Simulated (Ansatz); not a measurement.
# Cd (fcc): from the first guess to the electronic structure, part 1 of 2

Task: find the zero-pressure cell of Cd (fcc) and describe its electrons. Whether the element takes this structure at low temperature is a separate question.

This is Cd in the fcc structure; at room conditions it is hcp.

Program: Ansatz 0.2.0. Level of theory: DFT HSE06, scalar-relativistic, plane waves, PAW (the target; the first runs use scalar-relativistic PBE). These are calculated values, not measurements.

## Step 1: The starting structure

Symmetry: Fm-3m, No. 225, cubic system. Conventional cell: a = 4.422 Å, b = 4.422 Å, c = 4.422 Å, α = 90.00°, β = 90.00°, γ = 90.00°. Around Cd (site symmetry m-3m) lie 12 Cd at 3.13 Å.

Coordinates:

```cif
data_structure
_symmetry_space_group_name_H-M 'P 1'
_symmetry_Int_Tables_number 1
_cell_length_a 3.1266
_cell_length_b 3.1266
_cell_length_c 3.1266
_cell_angle_alpha 60.000
_cell_angle_beta 60.000
_cell_angle_gamma 60.000
_cell_volume 21.61
loop_
_atom_site_label
_atom_site_type_symbol
_atom_site_fract_x
_atom_site_fract_y
_atom_site_fract_z
_atom_site_occupancy
Cd1 Cd 0.00000 0.00000 0.00000 1
```

## Step 2: At the starting volume (PBE, 8×8×8 mesh)

Contents of input.yaml:

```yaml
crystal:
  lattice:
    - [0.0, 2.2108213405, 2.2108213405]
    - [2.2108213405, 0.0, 2.2108213405]
    - [2.2108213405, 2.2108213405, 0.0]
  atoms:
    - { symbol: Cd, position: [0.0, 0.0, 0.0] }
basis:
  ecutwfc: 420
  ecutrho_ratio: 4
kpoints:
  mp_grid: { grid: [8, 8, 8] }
hamiltonian:
  xc: pbe
scf:
  occupations: { method: gaussian, width: 0.05 }
output:
  forces: true
  stress: true
  eigenvalues: true
```

Standard output, cut to the lines that bear on the results:

```text
Warning: RAYON_NUM_THREADS=4 ignored (pool sized by the plan → 4); use --threads N
[...]
Pseudopotentials: kind: paw
Pseudopotential: Cd, paw, valence charge 20, recommended cutoff 420 eV (normal), Cd.paw.azcp
Functional definition: PBE
[...]
Crystal: 1 atoms, lattice volume = 21.612 Å³
Basis set: ecut = 420 eV, 411 PW (Γ), exchange–correlation on 48×48×48 points (8 copies of the dense FFT grid, shifted against one another)
Bands: 14, of which v1, the nominal top of the filled ones, is band 10 counted from 1 (9 counted from 0)
Symmetry: 48 space group operations
Space group: Fm-3m (ITA 225), of the structure as read, at distance tolerance 2.8e-5 Å
k-points: 29 of 512
[...]
SCF iter   1: F=—  HF=-8254.431046 eV  |F-HF|=—  |Δ(HF+E_count)|=         —  Δρ=6.56e-4  dr2=6.01e-5  ethr=1.77e-3  ⟨swp⟩=5.4  Hψ=2078  notcnv=0
[...]
SCF iter   6: F=-8254.431219 eV  HF=-8254.431219 eV  |F-HF|=3.64e-11  |Δ(HF+E_count)|=  4.37e-10  Δρ=5.18e-7  dr2=4.80e-11  ethr=6.07e-12  ⟨swp⟩=1.9  Hψ=1162  notcnv=0
[...]
SCF converged after 6 iterations
Free energy (F): -8254.431219 eV
[...]
E sigma→0 (E₀):  -8254.430961 eV
Entropy (-TS):   -0.000516 eV (-0.516 meV/atom)
Fermi energy:    14.335359 eV
[...]
--- Forces (eV/Å), atoms counted from 1 ---
  atom   1  Cd    -0.00000000    -0.00000000    -0.00000000
[...]
--- Stress (GPa, compression-positive) ---
        2.797295      -0.000000       0.000000
       -0.000000       2.797295       0.000000
       -0.000000       0.000000       2.797295
  P = ⅓ Tr σ = 2.7973 GPa (27.973 kbar)
--- Band table (eV; the first three rows and the last of 29) ---
  k-point 0: bands = ["-88.3734", "-49.4054", "-49.4054", "-49.4054", "5.4683", "5.4683", "5.4683", "5.7678", "5.9329", "5.9329", "27.8332", "29.3733", "29.3733", "29.3733"]
[...]
```

Run time: 0.68 s. Hardware: 4 threads of an Arm CPU, shared host; peak memory 0.26 GiB.

Read off: volume 21.612 Å³/atom, pressure 2.80 GPa, no gap.

## Step 3: Stepping to 22.015 Å³/atom (PBE, 8×8×8 mesh)

Changes to input.yaml since step 2:

```diff
@@ -2,5 +2,5 @@
   lattice:
-    - [0.0, 2.2108213405, 2.2108213405]
-    - [2.2108213405, 0.0, 2.2108213405]
-    - [2.2108213405, 2.2108213405, 0.0]
+    - [0.0, 2.2244797159, 2.2244797159]
+    - [2.2244797159, 0.0, 2.2244797159]
+    - [2.2244797159, 2.2244797159, 0.0]
   atoms:
```

Standard output, cut to the lines that bear on the results:

```text
Warning: RAYON_NUM_THREADS=4 ignored (pool sized by the plan → 4); use --threads N
[...]
Pseudopotentials: kind: paw
Pseudopotential: Cd, paw, valence charge 20, recommended cutoff 420 eV (normal), Cd.paw.azcp
Functional definition: PBE
[...]
Crystal: 1 atoms, lattice volume = 22.015 Å³
Basis set: ecut = 420 eV, 411 PW (Γ), exchange–correlation on 48×48×48 points (8 copies of the dense FFT grid, shifted against one another)
Bands: 14, of which v1, the nominal top of the filled ones, is band 10 counted from 1 (9 counted from 0)
Symmetry: 48 space group operations
Space group: Fm-3m (ITA 225), of the structure as read, at distance tolerance 2.8e-5 Å
k-points: 29 of 512
[...]
SCF iter   1: F=—  HF=-8254.436756 eV  |F-HF|=—  |Δ(HF+E_count)|=         —  Δρ=6.07e-4  dr2=5.09e-5  ethr=1.77e-3  ⟨swp⟩=5.5  Hψ=2081  notcnv=0
[...]
SCF iter   6: F=-8254.436925 eV  HF=-8254.436925 eV  |F-HF|=3.09e-11  |Δ(HF+E_count)|=  3.29e-10  Δρ=4.78e-7  dr2=3.82e-11  ethr=4.46e-12  ⟨swp⟩=1.7  Hψ=1170  notcnv=0
[...]
SCF converged after 6 iterations
Free energy (F): -8254.436925 eV
[...]
E sigma→0 (E₀):  -8254.436656 eV
Entropy (-TS):   -0.000538 eV (-0.538 meV/atom)
Fermi energy:    13.975598 eV
[...]
--- Forces (eV/Å), atoms counted from 1 ---
  atom   1  Cd     0.00000000     0.00000000     0.00000000
[...]
--- Stress (GPa, compression-positive) ---
        1.773895      -0.000000      -0.000000
        0.000000       1.773895      -0.000000
       -0.000000       0.000000       1.773895
  P = ⅓ Tr σ = 1.7739 GPa (17.739 kbar)
--- Band table (eV; the first three rows and the last of 29) ---
  k-point 0: bands = ["-88.6846", "-49.7183", "-49.7183", "-49.7183", "5.1700", "5.1700", "5.1700", "5.5571", "5.6162", "5.6162", "27.4467", "28.8636", "28.8636", "28.8636"]
[...]
```

Run time: 0.45 s. Hardware: 4 threads of an Arm CPU, shared host; peak memory 0.26 GiB.

Result: volume 22.015 Å³/atom, pressure 1.77 GPa, metallic.

## Step 4: Stepping to 22.826 Å³/atom (PBE, 8×8×8 mesh)

Changes to input.yaml since step 3:

```diff
@@ -2,5 +2,5 @@
   lattice:
-    - [0.0, 2.2244797159, 2.2244797159]
-    - [2.2244797159, 0.0, 2.2244797159]
-    - [2.2244797159, 2.2244797159, 0.0]
+    - [0.0, 2.2514759271, 2.2514759271]
+    - [2.2514759271, 0.0, 2.2514759271]
+    - [2.2514759271, 2.2514759271, 0.0]
   atoms:
```

Standard output, cut to the lines that bear on the results:

```text
Warning: RAYON_NUM_THREADS=4 ignored (pool sized by the plan → 4); use --threads N
[...]
Pseudopotentials: kind: paw
Pseudopotential: Cd, paw, valence charge 20, recommended cutoff 420 eV (normal), Cd.paw.azcp
Functional definition: PBE
[...]
Crystal: 1 atoms, lattice volume = 22.826 Å³
Basis set: ecut = 420 eV, 459 PW (Γ), exchange–correlation on 48×48×48 points (8 copies of the dense FFT grid, shifted against one another)
Bands: 14, of which v1, the nominal top of the filled ones, is band 10 counted from 1 (9 counted from 0)
Symmetry: 48 space group operations
Space group: Fm-3m (ITA 225), of the structure as read, at distance tolerance 2.8e-5 Å
k-points: 29 of 512
[...]
SCF iter   1: F=—  HF=-8254.441222 eV  |F-HF|=—  |Δ(HF+E_count)|=         —  Δρ=5.08e-4  dr2=3.30e-5  ethr=1.77e-3  ⟨swp⟩=5.4  Hψ=2090  notcnv=0
[...]
SCF iter   6: F=-8254.441397 eV  HF=-8254.441397 eV  |F-HF|=1.46e-11  |Δ(HF+E_count)|=  2.02e-10  Δρ=3.56e-7  dr2=1.72e-11  ethr=2.42e-12  ⟨swp⟩=1.3  Hψ=1249  notcnv=0
[...]
SCF converged after 6 iterations
Free energy (F): -8254.441397 eV
[...]
E sigma→0 (E₀):  -8254.441071 eV
Entropy (-TS):   -0.000652 eV (-0.652 meV/atom)
Fermi energy:    13.296846 eV
[...]
--- Forces (eV/Å), atoms counted from 1 ---
  atom   1  Cd    -0.00000000     0.00000000    -0.00000000
[...]
--- Stress (GPa, compression-positive) ---
        0.057174      -0.000000       0.000000
       -0.000000       0.057174       0.000000
        0.000000      -0.000000       0.057174
  P = ⅓ Tr σ = 0.0572 GPa (0.572 kbar)
--- Band table (eV; the first three rows and the last of 29) ---
  k-point 0: bands = ["-89.2789", "-50.3154", "-50.3154", "-50.3154", "4.5996", "4.5996", "4.5996", "5.0117", "5.0117", "5.1571", "26.7015", "27.8803", "27.8803", "27.8803"]
[...]
```

Run time: 0.46 s. Hardware: 4 threads of an Arm CPU, shared host; peak memory 0.26 GiB.

Read off: volume 22.826 Å³/atom, pressure 0.06 GPa, a metal on this mesh.

## Step 5: First run at HSE06

Changes to input.yaml since step 4:

```diff
@@ -13,3 +13,3 @@
 hamiltonian:
-  xc: pbe
+  xc: hse06
 scf:
```

Standard output, cut to the lines that bear on the results:

```text
Warning: output.stress: scf.convergence.dr2_threshold = 1e-7 eV (the SCF's general default) is looser than the 1e-10 eV advised for a printed stress (1e-10 eV for each atom of the cell: 1). What an SCF threshold leaves in a stress goes as its square root, and in the free energy as the [...]
Warning: output.stress: scf.exx.energy_threshold = 1e-6 eV is looser than the 1e-8 eV advised for a stress under a hybrid functional (1e-8 eV for each atom of the cell: 1). Every SCF of the exchange loop can meet its threshold on dr2 while the loop round them stops early: no threshold on [...]
Warning: RAYON_NUM_THREADS=4 ignored (pool sized by the plan → 4); use --threads N
[...]
Pseudopotentials: kind: paw
Pseudopotential: Cd, paw, valence charge 20, recommended cutoff 420 eV (normal), Cd.paw.azcp
Functional definition: HSE06
[...]
Crystal: 1 atoms, lattice volume = 22.826 Å³
Basis set: ecut = 420 eV, 459 PW (Γ), exchange–correlation on 48×48×48 points (8 copies of the dense FFT grid, shifted against one another)
Bands: 14, of which v1, the nominal top of the filled ones, is band 10 counted from 1 (9 counted from 0)
Symmetry: 48 space group operations
[...]
Frozen-core exchange: fock
[...]
SCF iter   2: F=-8258.101157 eV  HF=-8258.101157 eV  |F-HF|=5.33e-9  |Δ(HF+E_count)|=   1.13e-7  Δρ=9.73e-6  dr2=1.03e-8  ethr=1.51e-9  ⟨swp⟩=3.0  Hψ=897  notcnv=0
[...]
hybrid outer 2: dexx = +1.457e-7 eV, tail = 4.04e-8 eV, Δε = 2.25e-3 eV (about 1.23e-4 eV left of the loop's levels)
hybrid SCF converged: 2 outer / 9 inner (+5 warm-up), last move |dexx| = 1.46e-7 eV, tail = 4.04e-8 eV
Stability not checked: this state was not tested for a lower state beside it, because the functional holds exact exchange (a hybrid, or Hartree-Fock), whose exchange loop this test does not read (fock_operator; see scf.lower_state_search)
Free energy (F): -8258.101157 eV
Frozen-core exchange: fock
[...]
E sigma→0 (E₀):  -8258.100902 eV
Entropy (-TS):   -0.000510 eV (-0.510 meV/atom)
Fermi energy:    13.277038 eV
[...]
--- Forces (eV/Å), atoms counted from 1 ---
  atom   1  Cd     0.00000000    -0.00000000    -0.00000000
[...]
--- Stress (GPa, compression-positive) ---
       -0.903557       0.000000       0.000000
        0.000000      -0.903557       0.000000
        0.000000       0.000000      -0.903557
  P = ⅓ Tr σ = -0.9036 GPa (-9.036 kbar)
--- Band table (eV; the first three rows and the last of 29) ---
  k-point 0: bands = ["-94.9475", "-54.6278", "-54.6278", "-54.6278", "2.7945", "2.7945", "2.7945", "3.2209", "3.2209", "3.9985", "27.3609", "28.8307", "28.8307", "28.8307"]
[...]
```

Run time: 13 s. Hardware: 4 threads of an Arm CPU, shared host; peak memory 1.2 GiB.

This gives: volume 22.826 Å³/atom, pressure -0.90 GPa, a metal on this mesh.

(Continued in part 2 of 2.)
